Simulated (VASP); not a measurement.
SnS2 (Berndtite-2T): relaxation of cell and atoms with LDA

Crystal: SnS2 (Berndtite-2T).

```xyz
3
Lattice="3.6317 0.0000 0.0000 -1.8158 3.1451 0.0000 0.0000 0.0000 5.7029" Properties=species:S:1:pos:R:3 pbc="T T T"
Sn    0.0000    0.0000    0.0000
S     0.0000    2.0967    1.4674
S     1.8158    1.0484    4.2355
```

* Program: VASP 6.6.1
* Task: relaxation of cell and atoms
* Functional: LDA
* Potentials or basis: VASP PAW LDA potentials, release 64 (Sn_d, S)
* Cutoff: 600 eV
* k mesh: 9 × 9 × 5
* Occupations: gaussian, width 0.03 eV
* Spin: no spin polarisation
* Further INCAR settings: ALGO = Normal; EDIFF = 1e-07; IBRION = 2; EDIFFG = -0.005; NSW = 90; ISIF = 3

| Property | Result |
| --- | --- |
| Pressure after relaxing | 0.0 GPa |
| Largest force after relaxing | 0.005 eV/Å |
| Band gap on the k mesh | 1.13 eV, indirect (least direct gap 1.63 eV) |

Forces in eV/Å, atoms in the order of the input:
```
Sn   0.000  0.000  0.000
S    0.000  0.000 -0.005
S    0.000  0.000  0.005
```

Final structure:
```cif
data_structure
_symmetry_space_group_name_H-M 'P 1'
_symmetry_Int_Tables_number 1
_cell_length_a 3.6317
_cell_length_b 3.6317
_cell_length_c 5.7029
_cell_angle_alpha 90.000
_cell_angle_beta 90.000
_cell_angle_gamma 120.000
_cell_volume 65.14
loop_
_atom_site_label
_atom_site_type_symbol
_atom_site_fract_x
_atom_site_fract_y
_atom_site_fract_z
_atom_site_occupancy
Sn1 Sn 0.00000 0.00000 0.00000 1
S1 S 0.33333 0.66667 0.25731 1
S2 S 0.66667 0.33333 0.74269 1
```

Levels at points of the mesh, in eV from the valence-band top:
```
           k point  band 11  band 12  band 13  band 14  band 15  band 16
(0.00, 0.00, 0.00)    -0.57    -0.57     0.00     1.63     3.29     5.18
```

Wall time 28 s on 1 thread of Intel(R) Xeon(R) 6975P-C (Granite Rapids), on a shared host, peak memory 0.2 GiB.

Caveat: the relaxation stopped at its first step, so nothing moved; spin-orbit coupling is left out, which moves the levels of the heavy elements; an odd mesh through Γ misses points on the zone boundary, where band edges often lie.
